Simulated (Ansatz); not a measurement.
Input of an Ansatz 0.2.0 run:

The input input.yaml:

```yaml
crystal:
  lattice:
    - [0.0, 3.4390000555, 3.4390000555]
    - [3.4390000555, 0.0, 3.4390000555]
    - [3.4390000555, 3.4390000555, 0.0]
  atoms:
    - { symbol: Pb, position: [0.25, 0.25, 0.25] }
    - { symbol: Pb, position: [0.0, 0.0, 0.0] }
kpoints:
  mp_grid: { grid: [7, 7, 7] }
  band_path:
    path:
      - [0.0, 0.0, 0.0]
      - [0.5, 0.0, 0.5]
      - [0.5, 0.25, 0.75]
      - [0.375, 0.375, 0.75]
      - [0.0, 0.0, 0.0]
      - [0.5, 0.5, 0.5]
      - [0.625, 0.25, 0.625]
      - [0.5, 0.25, 0.75]
    npoints: 10
scf:
  occupations: { method: fermi_dirac, width: 0.05 }
hamiltonian:
  xc: pbe
  pseudopotentials: { kind: all_electron, lapw: { basis_error: 0.001 } }
output:
  forces: true
  stress: true
  eigenvalues: true
```

Potentials or basis: all-electron LAPW, scalar-relativistic.

The run is started by

```bash
$ ansatz run input.yaml --threads 1 --pin off --max-ram 3072MiB --backend cpu --events-out ev --progress --plain --runs-dir out
```

Question: What does it give for the band gap along the path?

Answer: None (metal or under the smearing width).

Question: What does it give for the pressure?

Answer: 2.4 GPa.

Levels at the corners of the path, in eV from the Fermi level:
| point | band 34 | band 35 | band 36 | band 37 | band 38 | band 39 |
| --- | --- | --- | --- | --- | --- | --- |
| Γ | -3.90 | 0.40 | 0.40 | 0.40 | 2.41 | 2.41 |
| X | -8.48 | -1.97 | -1.97 | 0.87 | 0.87 | 7.18 |
| W | -8.45 | -2.43 | -2.43 | 2.74 | 2.74 | 4.28 |
| K | -8.05 | -2.73 | -1.64 | 0.99 | 3.02 | 5.19 |
| Γ | -3.90 | 0.40 | 0.40 | 0.40 | 2.41 | 2.41 |
| L | -7.09 | -0.95 | -0.75 | -0.75 | 3.53 | 3.53 |
| U | -8.05 | -2.73 | -1.64 | 0.99 | 3.02 | 5.19 |
| W | -8.45 | -2.43 | -2.43 | 2.74 | 2.74 | 4.28 |

Caveat: spin-orbit coupling is left out, which moves the levels of the heavy elements.
